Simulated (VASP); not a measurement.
Wanted: the native input for a VASP 6.6.1 run.

* Task: relaxation of cell and atoms
* Functional: PBEsol
* Potentials or basis: VASP PAW PBE potentials, release 64 (Ni)
* Cutoff: 600 eV
* k mesh: 12 × 12 × 12
* Occupations: fermi-dirac, width 0.05 eV
* Spin: collinear spin, ferromagnetic start
* Starting moments: [1.0] μB
* Ladder: gaps
* Further INCAR settings: ALGO = Normal; EDIFF = 1e-06; IBRION = 2; EDIFFG = -0.01; NSW = 60; ISIF = 3

The structure of Ni lies in POSCAR:

```
Ni
1.0
   -1.3837154700      1.3837154700      1.3837154700
    1.3837154700     -1.3837154700      1.3837154700
    1.3837154700      1.3837154700     -1.3837154700
Ni
1
Direct
    0.0000000000      0.0000000000      0.0000000000
```

This isn't the form of Ni at room conditions, which is fcc.

These files were run (other wordings do the same):

INCAR

```
SYSTEM = Ni
PREC = Accurate ; ENCUT = 600
EDIFF = 1E-6 ; ISMEAR = -1
SIGMA = 0.05 ; LREAL = .False.
LASPH = .True. ; NELM = 150
ALGO = Normal ; ISIF = 3
LWAVE = .False. ; LCHARG = .False.
ISPIN = 2 ; MAGMOM = 1
LORBIT = 11 ; LMAXMIX = 4
GGA = PS ; IBRION = 2
NSW = 60 ; EDIFFG = -0.01
```

KPOINTS

```
Automatic mesh
0
Gamma
  12 12 12
  0 0 0
```

Potentials or basis: VASP PAW PBE potentials, release 64 (Ni).

Run with:

```bash
$ cat potpaw_PBE.64/Ni/POTCAR > POTCAR
$ mpirun -np 1 vasp_std > vasp.out
```

Results of the run:

- Relaxed volume: 10.43 Å³/atom
- Relaxed cell: a = 2.384 Å, b = 2.384 Å, c = 2.384 Å, α = 109.47°, β = 109.47°, γ = 109.47°
- Space group after relaxing (to 0.05 Å): Im-3m (No. 229)
- Energy gained by relaxing: 1.7 meV/atom
- Ionic steps: 3
- Pressure after relaxing: 0.0 GPa
- Band gap on the k mesh: none (metal or under the smearing width)
- Net moment: 0.44 μB per cell
- Site moments: Ni +0.44 μB
- Valence electrons inside the program's atomic spheres: Ni 9.40

Caveat: the PAW data sets were made with another functional, which shifts forces and pressure a little.

Run time: 32 s on 1 thread of Intel(R) Xeon(R) Platinum 8259CL CPU @ 2.50GHz (Skylake/Cascade Lake), on a shared host, peak memory 0.14 GiB.
